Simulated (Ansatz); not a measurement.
**Lu: how well frozen cores do**

Does the method matter for Lu? The same cell, functional and mesh are run with LAPW, all electrons, frozen-core PAW and all-electron PAW on datasets made for the crystal. The cell is first relaxed from a guess with PAW; it needn't be the stable phase of this composition.

This is Lu in the diamond structure; at room conditions it is hcp.

Computed with Ansatz 0.2.0 (DFT PBE, scalar-relativistic, unless a step's input says otherwise).

### Step 1. Starting point

Symmetry: Fd-3m, No. 227, cubic system. The conventional cell has a = 6.439 Å, b = 6.439 Å, c = 6.439 Å, α = 90.00°, β = 90.00°, γ = 90.00°. Lu (site symmetry -43m) has 4 Lu at 2.79 Å as nearest neighbours.

Structure file:

```cif
data_structure
_symmetry_space_group_name_H-M 'Fd-3m:1'
_symmetry_Int_Tables_number 227
_cell_length_a 6.4390
_cell_length_b 6.4390
_cell_length_c 6.4390
_cell_angle_alpha 90.000
_cell_angle_beta 90.000
_cell_angle_gamma 90.000
_cell_volume 266.97
loop_
_atom_site_label
_atom_site_type_symbol
_atom_site_symmetry_multiplicity
_atom_site_Wyckoff_symbol
_atom_site_fract_x
_atom_site_fract_y
_atom_site_fract_z
_atom_site_occupancy
Lu1 Lu 8 b 0.00000 0.00000 0.50000 1
```

The file gives the conventional cell by its symmetry; the runs use the cell typed in the input.

Atoms are numbered in the order of the input: Lu1, Lu2.

### Step 2. Relaxing the guess with PAW

Contents of input.yaml:

```yaml
crystal:
  lattice:
    - [0.0, 3.2195088072, 3.2195088072]
    - [3.2195088072, 0.0, 3.2195088072]
    - [3.2195088072, 3.2195088072, 0.0]
  atoms:
    - { symbol: Lu, position: [0.0, 0.0, 0.0] }
    - { symbol: Lu, position: [0.25, 0.25, 0.25] }
kpoints:
  mp_grid: { grid: [11, 11, 11] }
scf:
  occupations: { method: fermi_dirac, width: 0.03 }
hamiltonian:
  xc: pbe
  pseudopotentials: { kind: paw }
output:
  forces: true
  stress: true
relax:
  f_tol: 0.005
  max_steps: 80
  cell: {}
```

Command:

```bash
ansatz run input.yaml --threads 1 --pin off --max-ram 2048MiB --backend cpu --events-out ev --progress --plain --runs-dir out
```

After this run come: LAPW, all electrons; Frozen-core PAW; All-electron PAW on datasets made for the crystal.

**Question.** What will these runs give? Wanted: pressure; gap; Bader charges.

**Answer**, as computed:

| quantity | value |
| --- | --- |
| pressure | LAPW 0.02, PAW 0.01, crystal datasets 0.01 GPa |
| gap (LAPW) | none |
| Bader charges (PAW) | Lu1 +0.00 e |

What this shows: The pressure is within half a GPa of zero, so the volume is close to equilibrium at this level. There is no gap at this level; the crystal is a metal here. Within 0.3 eV of the Fermi level the largest projected share is Lu 5d (94 %). The projection holds only the free atom's occupied shells (Lu 6s, Lu 5d, Lu 4f in this range). PAW lies less than 0.01 GPa from LAPW in pressure. Spin-orbit coupling is left out, though the cell holds Lu; in elements this heavy it can shift bands and gaps by tenths of an eV.
